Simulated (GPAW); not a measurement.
# How the form of the self-energy moves the gap of CdS (Greenockite)

How much does the gap of CdS (Greenockite) depend on the approximation to the self-energy?

Method: PBE and many-body steps on it, plane waves, in GPAW 26.7.0.

The database entry behind the starting cell differs from later determinations by our own check (about 0.35 % long), so it need not match the best structure at ambient conditions.

### Step 1. Set-up

It takes space group P6_3mc (No. 186, hexagonal). The conventional cell has a = 4.150 Å, b = 4.150 Å, c = 6.737 Å, α = 90.00°, β = 90.00°, γ = 120.00°. Cd has 4 S at 2.53 to 2.54 Å nearest. Nearest to S lie 4 Cd at 2.53 to 2.54 Å. Farther neighbours and most contacts between anions are not listed.

As a file:

```xyz
4
Lattice="4.1500 0.0000 0.0000 -2.0750 3.5940 0.0000 0.0000 0.0000 6.7370" Properties=species:S:1:pos:R:3 pbc="T T T"
Cd    0.0000    2.3960    0.0000
Cd    2.0750    1.1980    3.3685
S     0.0000    2.3960    2.5264
S     2.0750    1.1980    5.8949
```

The cell and positions come from the Crystallography Open Database and are kept as given unless a step says otherwise.

### Step 2. Empty states on the mesh, 3×3×4 mesh, 238 bands

This step: GPAW 26.7.0; DFT, PBE, plane waves, PAW.

The sums over transitions need many empty states on a uniform mesh; this step solves for them.

run.py

```python
import json
import numpy as np
from gpaw.mpi import world
from gpaw import GPAW

calc = GPAW('gs.gpw').fixed_density(kpts={'size': (3, 3, 4), 'gamma': True},
    parallel={'domain': 1, 'band': 1},
    txt='nscf.txt')
calc.diagonalize_full_hamiltonian(nbands=238)
calc.write('full.gpw', mode='all')
res = {}
kpts = calc.get_ibz_k_points()
res['kpts'] = kpts
res['eigenvalues'] = [calc.get_eigenvalues(kpt=k) for k in range(len(kpts))]
res['n_electrons'] = calc.get_number_of_electrons()

if world.rank == 0:
    with open('result.json', 'w') as f:
        json.dump(res, f, default=lambda x: x.tolist())
```

Run with:

```sh
$ mpirun -n 4 gpaw python run.py
```

Numbers of over 12 decimals in the logs are rounded to 6 here.

Output:

```text
Diagonalizing LCAO Hamiltonian
Converting LCAO to pw mode
convergence criteria:
- Maximum integral of absolute [eigenst]ate change: 4e-08 eV^2 / valence electron
maximum number of iterations: 100

SCF iterations
|iter     |     time |      energy | eigst |  dens |
|iter:   1|  |             | +0.68 |       |
|iter:   2|  |             | -0.97 |       |
|iter:   3|  |             | -2.11 |       |
[...]
|iter:   9|  |             | -6.88 |       |
|iter:  10|  |             | -7.40 |       |
|iter:  11|  |             | -7.90c|       |
SCF steps: 11
  __  _  _
 | _ |_)|_||  |
 |__||  | ||/\| - 26.7.0

Input parameters:
  mode=PW(ecut=450.000000),
  convergence={'density': 1e-06, 'bands': -3},
  gpts=array([21, 21, 35]),
  kpts=MonkhorstPack(size=(3, 3, 4), gamma=True),
  maxiter=100,
  nbands=26,
  occupations=Occupations(name='fermi-dirac', width=0.001, fixmagmom=False),
  parallel={'domain': 1, 'band': 1},
  xc=XC(name='PBE')
Matrix size: 2189x2189
# Writing to full.gpw (mode='all')
  [... matrices ...]

timing:  # [seconds]
  Total: 58.766  # ━━━━━━━━━━━━━━━━━━━━━━━━━━━━━━━━━━━━━━━━━━━━━━━━━━━━━━━━━━
```

Wall time 73 s (4 MPI ranks of AMD EPYC 7571, shared host); peak memory 2.2 GiB.

Numbers from this step:

```
gap                                                           : 1.178 eV
k of the valence top                                          : 0, 0, 0
k of the conduction bottom                                    : 0, 0, 0
least direct gap                                              : 1.178 eV
k points computed                                             : 10
lowest point of the top converged band, above the valence top : 87.8098 eV
```

On this mesh the gap is 1.178 eV.

### Step 3. G0W0, Godby-Needs plasmon pole

G0W0 replaces the xc potential by the self-energy, built once from these orbitals. Only a window of levels is corrected, while the sums run over the empty bands that the input names.

This step: G0W0 with a vertex from the rALDA kernel on PBE, plane waves, PAW.

run.py

```python
import json
import numpy as np
from gpaw.mpi import world
from gpaw.response.g0w0 import G0W0

gw = G0W0('full.gpw',
    filename='gw',
    kpts=[0],
    bands=(16, 20),
    ecut=100,
    nbands=228,
    integrate_gamma='WS',
    ppa=True,
    xc='rALDA',
    fxc_mode=None,
    fxc_modes=['GWP', 'GWS', 'GWG'],
    do_GW_too=True)
gw.calculate()
res = {mode: {k: v for k, v in r.items() if k != 'sigma_eskwn'}
       for mode, r in gw.all_results.items()}

if world.rank == 0:
    with open('result.json', 'w') as f:
        json.dump(res, f, default=lambda x: x.tolist())
```

Run with:

```sh
$ mpirun -n 4 gpaw python run.py
```

Output:

```text
Using integrator: PointIntegrator
FrequencyGridDescriptor(from 0.000+0.000j to 0.000+27.211j eV, 2 points)
Nonperiodic BCs:  [False False False]
Using integrator: PointIntegrator
FrequencyGridDescriptor(from 0.000+0.000j to 0.000+27.211j eV, 2 points)
Nonperiodic BCs:  [False False False]
  ___  _ _ _
 |   || | | |
 | | || | | |
 |__ ||_____|
 |___|

BZ k-points: Symmetries present (total): 6

  [... matrices ...]
36 k-points: 3 x 3 x 4 Monkhorst-Pack grid + [0.000000,0.000000,1/8]
10 k-points in the irreducible part of the Brillouin zone
       k-points in crystal coordinates                weights
   0:     0.00000000    0.00000000    0.00000000          1/36
   1:     0.00000000    0.00000000    0.25000000          2/36
   2:     0.00000000    0.00000000    0.50000000          1/36
   3:     0.33333333    0.00000000   -0.25000000          6/36
   4:     0.33333333    0.00000000    0.00000000          6/36
   5:     0.33333333    0.00000000    0.25000000          6/36
   6:     0.33333333    0.00000000    0.50000000          6/36
   7:     0.33333333    0.33333333    0.00000000          2/36
   8:     0.33333333    0.33333333    0.25000000          4/36
   9:     0.33333333    0.33333333    0.50000000          2/36

Distributing spins, k-points and bands (1 x 1 x 4) over 4 processes
Number of blocks: 1

Quasi particle states:
k-points (IBZ indices): [0]
Band range: (16, 20)
  [... matrices ...]
Computational parameters:
Plane wave cut-off: 100 eV
Number of bands: 228
Coulomb cutoff: None
Broadening: 0.1 eV

fxc modes: GW, GWG, GWP, GWS
Kernel: rALDA
Using Godby-Needs plasmon-pole approximation:
  Fitting energy: i*E0, E0 = 1.000 Hartree
Summing all q:

Calculating screened Coulomb potential
No Coulomb truncation
FrequencyGridDescriptor(from 0.000+0.000j to 0.000+27.211j eV, 2 points)
Removing empty qpoint cache files...

Calculating chi0 body with:
    Ground state adapter containing:
    Number of spins: 1
    Number of kpoints: 36
    Number of irreducible kpoints: 10
    Number of completely occupied states: 18
    Number of partially occupied states: 18
    Occupied states memory: 4.239349 M / cpu

    Linear response parametrization:
    q_c: [0.0, 0.0, 0.0]
    Number of frequency points: 2
    Planewave cutoff: 100.0
    Number of bands: 228
    Number of planewaves: 245
    Broadening (eta): 1e-06
    comm.size: 4
    kncomm.size: 4
    blockcomm.size: 1

    Memory estimate of potentially large arrays:
        chi0_wGG: 1.831818 M / cpu
Integrating chi0 body.

Symmetries of q_c:
    Direct symmetries (Uq -> q): 6
    Indirect symmetries (TUq -> q): 6
In total 12 allowed symmetries.

  [... matrices ...]
10 groups of equivalent kpoints. 72.222222% reduction.

Integral kind: response function
Integrating chi0 head and wings.

Symmetries of q_c:
    Direct symmetries (Uq -> q): 6
    Indirect symmetries (TUq -> q): 6
In total 12 allowed symmetries.

  [... matrices ...]
10 groups of equivalent kpoints. 72.222222% reduction.

Integral kind: response function wings
Calculating rALDA kernel at 100.0 eV cutoff
q point 0 complete
q point 1 complete
q point 2 complete
q point 3 complete
q point 4 complete
q point 5 complete
q point 6 complete
q point 7 complete
q point 8 complete
q point 9 complete

Calculating chi0 body with:
    Ground state adapter containing:
[... the further q-points ...]

Results:
f:      Occupation numbers
eps:     KS-eigenvalues [eV]
vxc:     KS vxc [eV]
exx:     Exact exchange [eV]
sigma:   Self-energies [eV]
dsigma:  Self-energy derivatives
Z:       Renormalization factors
qp:      QP-energies [eV]

k-point 0 (0): (0.000, 0.000, 0.000)                GWP
band       f     eps     vxc     exx   sigma  dsigma       Z      qp
                                                                  GWP
  16   1.000   3.465 -18.082 -21.074   2.224  -0.290   0.775   2.870
  17   1.000   3.465 -18.082 -21.074   2.224  -0.290   0.775   2.870
  18   0.000   4.642 -12.428  -8.561  -3.634  -0.242   0.805   4.830
  19   0.000   6.238 -12.420  -7.969  -4.049  -0.244   0.804   6.562
                                                                  GWS
  16   1.000   3.465 -18.082 -21.074   2.479  -0.252   0.798   3.056
  17   1.000   3.465 -18.082 -21.074   2.479  -0.252   0.798   3.056
[...]
GWG
[...]
GW
[...]
17   1.000   3.465 -18.082 -21.074   2.229  -0.274   0.785   2.866
  18   0.000   4.642 -12.428  -8.561  -3.514  -0.229   0.814   4.929
  19   0.000   6.238 -12.420  -7.969  -3.912  -0.232   0.812   6.676
```

Run time: 23 min. Hardware: 4 MPI ranks; peak memory 5.4 GiB; 1.5 h of CPU time.

Numbers from this step:

```yaml
gap_with_the_vertex_in_the_polarisability: 1.960 eV
gap_with_the_vertex_in_the_self_energy: 2.260 eV
gap_with_the_vertex_in_both: 2.170 eV
g0w0_gap_on_the_points_computed: 2.063 eV
least_direct_g0w0_gap_on_the_computed_points: 2.063 eV
z_at_the_valence_top: 0.7847
z_at_the_conduction_bottom: 0.8137
starting_gap_on_the_mesh: 1.178 eV
k_of_the_valence_top: 0, 0, 0
k_of_the_conduction_bottom: 0, 0, 0
```

The gap on the mesh goes from 1.18 eV to 2.06 eV, a correction of +0.89 eV.

### Step 4. G0W0 with rALDA vertex

Changes to run.py since step 3:

```diff
@@ -9,4 +9,4 @@
     bands=(16, 20),
-    ecut=100,
-    nbands=228,
+    ecut=60,
+    nbands=106,
     integrate_gamma='WS',
@@ -14,5 +14,3 @@
     xc='rALDA',
-    fxc_mode=None,
-    fxc_modes=['GWP', 'GWS', 'GWG'],
-    do_GW_too=True)
+    fxc_mode='GWG')
 gw.calculate()
```

Run with:

```sh
$ mpirun -n 4 gpaw python run.py
```

Output:

```text
Using integrator: PointIntegrator
FrequencyGridDescriptor(from 0.000+0.000j to 0.000+27.211j eV, 2 points)
Nonperiodic BCs:  [False False False]
Using integrator: PointIntegrator
FrequencyGridDescriptor(from 0.000+0.000j to 0.000+27.211j eV, 2 points)
Nonperiodic BCs:  [False False False]
  ___  _ _ _
 |   || | | |
 | | || | | |
 |__ ||_____|
 |___|

BZ k-points: Symmetries present (total): 6

  [... matrices ...]
36 k-points: 3 x 3 x 4 Monkhorst-Pack grid + [0.000000,0.000000,1/8]
10 k-points in the irreducible part of the Brillouin zone
       k-points in crystal coordinates                weights
   0:     0.00000000    0.00000000    0.00000000          1/36
   1:     0.00000000    0.00000000    0.25000000          2/36
   2:     0.00000000    0.00000000    0.50000000          1/36
[...]
8:     0.33333333    0.33333333    0.25000000          4/36
   9:     0.33333333    0.33333333    0.50000000          2/36

Distributing spins, k-points and bands (1 x 1 x 4) over 4 processes
Number of blocks: 1

Quasi particle states:
k-points (IBZ indices): [0]
Band range: (16, 20)
  [... matrices ...]
Computational parameters:
Plane wave cut-off: 60 eV
Number of bands: 106
Coulomb cutoff: None
Broadening: 0.1 eV

fxc modes: GWG
Kernel: rALDA
Using Godby-Needs plasmon-pole approximation:
  Fitting energy: i*E0, E0 = 1.000 Hartree
Summing all q:

Calculating screened Coulomb potential
No Coulomb truncation
FrequencyGridDescriptor(from 0.000+0.000j to 0.000+27.211j eV, 2 points)
Removing empty qpoint cache files...

Calculating chi0 body with:
    Ground state adapter containing:
    Number of spins: 1
    Number of kpoints: 36
    Number of irreducible kpoints: 10
    Number of completely occupied states: 18
    Number of partially occupied states: 18
    Occupied states memory: 4.239349 M / cpu

    Linear response parametrization:
    q_c: [0.0, 0.0, 0.0]
    Number of frequency points: 2
    Planewave cutoff: 60.0
    Number of bands: 106
    Number of planewaves: 111
    Broadening (eta): 1e-06
    comm.size: 4
    kncomm.size: 4
    blockcomm.size: 1

    Memory estimate of potentially large arrays:
        chi0_wGG: 0.376007 M / cpu
Integrating chi0 body.

Symmetries of q_c:
    Direct symmetries (Uq -> q): 6
    Indirect symmetries (TUq -> q): 6
In total 12 allowed symmetries.

  [... matrices ...]
10 groups of equivalent kpoints. 72.222222% reduction.

Integral kind: response function
Integrating chi0 head and wings.

Symmetries of q_c:
    Direct symmetries (Uq -> q): 6
    Indirect symmetries (TUq -> q): 6
In total 12 allowed symmetries.

  [... matrices ...]
10 groups of equivalent kpoints. 72.222222% reduction.

Integral kind: response function wings
Calculating rALDA kernel at 60.0 eV cutoff
q point 0 complete
q point 1 complete
q point 2 complete
[...]
q point 8 complete
q point 9 complete

Calculating chi0 body with:
    Ground state adapter containing:
[... the further q-points ...]

Results:
f:      Occupation numbers
eps:     KS-eigenvalues [eV]
vxc:     KS vxc [eV]
exx:     Exact exchange [eV]
sigma:   Self-energies [eV]
dsigma:  Self-energy derivatives
Z:       Renormalization factors
qp:      QP-energies [eV]

k-point 0 (0): (0.000, 0.000, 0.000)                GWG
band       f     eps     vxc     exx   sigma  dsigma       Z      qp
                                                                  GWG
  16   1.000   3.465 -18.082 -21.074   2.693  -0.264   0.791   3.228
  17   1.000   3.465 -18.082 -21.074   2.693  -0.264   0.791   3.228
  18   0.000   4.642 -12.428  -8.561  -2.948  -0.214   0.824   5.400
  19   0.000   6.238 -12.420  -7.969  -3.313  -0.218   0.821   7.173
```

The job ended after 5.7 min (4 MPI ranks; peak memory 3 GiB; 23 min of CPU time).

Numbers from this step:

* quasiparticle gap on the points computed: 2.172 eV
* least direct quasiparticle gap on the computed points: 2.172 eV
* Z at the valence top: 0.7914
* Z at the conduction bottom: 0.8240
* starting gap on the mesh: 1.178 eV
* k of the valence top: 0, 0, 0
* k of the conduction bottom: 0, 0, 0

Against G0W0 in GPAW (3×3×4 mesh, 228 bands, screening to 100 eV, Godby-Needs plasmon pole), the gap moves by +0.108 eV.

### Step 5. The runs together

Times are wall times on 4 MPI ranks of AMD EPYC 7571, shared host, good to a factor of about two.

```
                           run   mesh  bands  screening cutoff (eV)  DFT gap (eV)  gap on the mesh (eV)  direct (eV)     time
G0W0, Godby-Needs plasmon pole  3×3×4    228                    100         1.178                 2.063        2.063   23 min
        G0W0 with rALDA vertex  3×3×4    106                     60         1.178                 2.172        2.172  5.7 min
```

### Step 6. Results

```
G0W0, Godby-Needs plasmon pole : 2.063 eV
G0W0 with rALDA vertex         : 2.172 eV
known limits                   : not at the basis limit; no spin-orbit coupling; coarse k mesh
```

In words: G0W0 with rALDA vertex: +0.108 eV against G0W0, Godby-Needs plasmon pole, at other bands or cutoff, so not like for like. With the rALDA kernel as a vertex the gap is 1.96 eV (in the polarisability), 2.26 eV (in the self-energy) and 2.17 eV (in both), against 2.06 eV without. Bands and cutoff are finite, so the gap is not at the basis limit. The miss can reach some tenths of an eV and take either sign; the mesh is an error of its own. These stock PAW sets were not made for GW. In the G0W0 runs levels were corrected at 1 k point alone, so a gap called «on the mesh» is the least over those, and an edge elsewhere would be missed. The 3×3×4 mesh is coarse for this cell, which bears on the long-range parts of exchange and screening. The many-body steps are scalar-relativistic: spin-orbit coupling is not in them.

[Paths, hosts, dates, memory and timing lines, banners, echoed tables and standing remarks are left out of the program output.]

[Logs are printed without paths, hosts, clocks, repeated set-up lines and the standing remarks that a program may print on its own settings, such as how far it seeks lower states.]

[Runs of the session that timed out or met a known fault of the program may be left out.]

[Hosts, paths, dates, database ids (printed as entryN), source tags and the programs' standing remarks are cut or masked in the printed files.]
